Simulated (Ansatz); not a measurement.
# SiO2: the cost of one run

Program: Ansatz 0.2.0. Level of theory: DFT PBE, scalar-relativistic, plane waves, PAW. These are calculated values, not measurements.

**1. The structure to begin with**

Symmetry: P6_422, No. 181, hexagonal system. Conventional cell: a = 5.061 Å, b = 5.061 Å, c = 5.541 Å, α = 90.00°, β = 90.00°, γ = 120.00°. Si (site symmetry 222) is surrounded by 4 O at 1.61 Å. Around O (site symmetry 2) lie 2 Si at 1.61 Å.

As a file:

```xyz
9
Lattice="5.0605 0.0000 0.0000 -2.5303 4.3825 0.0000 0.0000 0.0000 5.5414" Properties=species:S:1:pos:R:3 pbc="T T T"
Si   -1.2651    2.1913    1.8471
Si    1.2651    2.1913    3.6942
Si    2.5303    0.0000    0.0000
O     0.9468    3.4683    4.6178
O     2.5303    2.5541    2.7707
O     3.4770    0.9142    0.9236
O     1.5835    0.9142    4.6178
O     0.0000    1.8284    2.7707
O    -0.9468    3.4683    0.9236
```

Source of the structure: the Materials Project (structure only).

(A quick probe on a coarse mesh, which set the mesh and smearing, is not shown.)

**3. Full relaxation**

input.yaml reads:

```yaml
crystal:
  lattice:
    - [5.0605222284, 0.0, 0.0]
    - [-2.5302611142, 4.3825408062, 0.0]
    - [0.0, 0.0, 5.54135331]
  atoms:
    - { symbol: Si, position: [0.0, 0.5, 0.33333333] }
    - { symbol: Si, position: [0.5, 0.5, 0.66666667] }
    - { symbol: Si, position: [0.5, 0.0, 0.0] }
    - { symbol: O, position: [0.58278926, 0.79139463, 0.83333333] }
    - { symbol: O, position: [0.79139463, 0.58278926, 0.5] }
    - { symbol: O, position: [0.79139463, 0.20860537, 0.16666667] }
    - { symbol: O, position: [0.41721074, 0.20860537, 0.83333333] }
    - { symbol: O, position: [0.20860537, 0.41721074, 0.5] }
    - { symbol: O, position: [0.20860537, 0.79139463, 0.16666667] }
basis:
  ecutwfc: 420
kpoints:
  mp_grid: { grid: [6, 6, 4] }
hamiltonian:
  xc: pbe
scf:
  occupations: { method: gaussian, width: 0.02 }
output:
  forces: true
  stress: true
  eigenvalues: true
  write_density: true
  write_potential: true
  elf: true
  volumetric_format: npy
relax:
  adjacent_minimum: "off"
  f_tol: 0.005
  max_steps: 80
  cell: { stress_tol: 0.05 }
```

Command:

```
> ansatz run input.yaml --threads 2 --pin off --max-ram 5120MiB --backend cpu --events-out ev --progress --plain --runs-dir out
```

What time and memory should one allow on 2 threads of Arm Neoverse V1, shared host?

About 36 s, with a peak of 0.38 GiB.
